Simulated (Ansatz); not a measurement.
As:

```
As
1.0
     2.70368    0.00000    0.00000
     0.00000    2.70368    0.00000
     0.00000    0.00000    2.70368
As
1
Direct
  0.50000 0.50000 0.50000
```

This isn't the form of As at room conditions, which is rhombohedral.

```yaml
Program: Ansatz 0.2.0
Task: relaxation of cell and atoms
Functional: PBEsol
Dispersion: D3(BJ)
Potentials_or_basis: Ansatz PAW
Cutoff: "420 eV (not typed: the program's choice for these potentials)"
k_mesh: 10 × 10 × 10
Occupations: fermi-dirac, width 0.05 eV
Spin: no spin polarisation
```

At the start: volume 19.76 Å³/atom.

Task: How do energy, volume and symmetry change on relaxing?

Result: It ends after 5 steps and the volume is 18.70 Å³/atom (-5.4 %); space group Pm-3m (No. 221, to 0.05 Å).

The path:
```tsv
step	energy change (eV)	largest force (eV/Å)	volume (Å³)
1	0.0000	0.0000	19.76
2	-0.0139	0.0000	18.25
3	-0.0172	0.0000	18.75
4	-0.0172	0.0000	18.70
5	-0.0171	0.0000	18.70
```

Final structure:
```xyz
1
Lattice="2.6543 0.0000 0.0000 0.0000 2.6543 0.0000 0.0000 0.0000 2.6543" Properties=species:S:1:pos:R:3 pbc="T T T"
As    1.3271    1.3271    1.3271
```

Caveat: the plane-wave basis is chosen anew once the cell has moved, so the energies of steps on either side of that aren't comparable; pairwise dispersion overbinds metals, which lowers pressure and volume; the PAW data sets come from PBE, with cores solved anew for the run's functional, which leaves a small shift of forces and pressure.
